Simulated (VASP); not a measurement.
Here is a VASP 6.6.1 calculation.

Contents of INCAR:

```
ALGO = Normal ; EDIFF = 1E-7
EDIFFG = -0.005 ; ENCUT = 600
IBRION = 2 ; ISIF = 3
ISMEAR = 1 ; LASPH = True
LCHARG = False ; LREAL = False
LWAVE = False ; NELM = 80
NSW = 90 ; PREC = Accurate
SIGMA = 0.1
```

Contents of KPOINTS:

```
k-points
0
Gamma
  15 15 8
```

File POSCAR:

```
Re                                      
1.0
    2.7382843115     -0.0000000000      0.0000000000
   -1.3691421558      2.3714237766     -0.0000000000
    0.0000000000     -0.0000000000      4.4323547668
  Re            
     2
Direct
     0.3333333332999970    0.6666666667000030    0.2500000000000000
     0.6666666667000030    0.3333333332999970    0.7500000000000000
```

Potentials or basis: VASP PAW LDA potentials, release 64 (Re).

The run is started by

```sh
$ cat potpaw_LDA.64/Re/POTCAR > POTCAR
$ mpirun -np 1 vasp_std > vasp.out
```

Question: What does it give for the band gap on the k mesh?

Answer: None (metal or under the smearing width).

Question: Predict the relaxed cell.

Answer: a = 2.738 Å, b = 2.738 Å, c = 4.433 Å, α = 90.00°, β = 90.00°, γ = 120.00°.

Final structure:
```xyz
2
Lattice="2.7385 0.0000 0.0000 -1.3692 2.3716 0.0000 0.0000 0.0000 4.4327" Properties=species:S:1:pos:R:3 pbc="T T T"
Re    0.0000    1.5811    1.1082
Re    1.3692    0.7905    3.3245
```

The run has no spin-orbit coupling, so splittings on Re are missing.
